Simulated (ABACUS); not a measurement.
# Ta: equation of state with SOGGA

**The experiment to reproduce.**

“Refinement of the equation of state of tantalum”, 2004, arxiv:cond-mat/0403080 quotes, for a bulk crystal of Ta: bulk modulus 194 GPa.

The system is Ta.

```xyz
1
Lattice="-1.6513 1.6513 1.6513 1.6513 -1.6513 1.6513 1.6513 1.6513 -1.6513" Properties=species:S:1:pos:R:3 pbc="T T T"
Ta    0.0000    0.0000    0.0000
```

- Program: ABACUS 3.10.1
- Task: equation of state
- Functional: SOGGA
- Potentials or basis: PseudoDojo NC SR 0.5 PBE stringent
- Cutoff: 1796 eV
- Density cutoff: 7184 eV
- Basis: plane waves
- k mesh: 9 × 9 × 9
- Occupations: fermi-dirac, width 0.05 eV
- Spin: no spin polarisation
- Radial cutoff of the potentials (pseudo_rcut): 10 bohr
- SCF threshold on the density: 1e-08
- Max SCF steps: 100
- Eigensolver: dav
- Mixing: broyden
- Mixing share: 0.7
- Symmetry key: 1
- Bands: 18

```json
{
 "Equilibrium volume": "17.48 Å³/atom",
 "Bulk modulus": "188 GPa",
 "Pressure derivative of the bulk modulus": "3.3 (rough: it moves with the points fitted)"
}
```

Energy against volume, from the lowest point:
| volume (Å³/atom) | energy (meV/atom) |
| --- | --- |
| 16.930 | 9.76 |
| 17.650 | 0.00 |
| 18.371 | 23.84 |
| 19.091 | 75.89 |

All runs of the series together: 27 s on 4 threads of Intel(R) Xeon(R) Platinum 8559C (Emerald Rapids), with other jobs on the host.

Measured bulk modulus of Ta: 194 GPa (quoted in “Refinement of the equation of state of tantalum”, 2004, arxiv:cond-mat/0403080). This calculation gives 188 GPa (-2.9 %). The fit is for a static lattice scaled at fixed shape and fixed fractional positions.

Caveat: the potentials were made for another functional, which shifts forces and pressure. Spin-orbit coupling is left out, which matters for the levels of Ta.
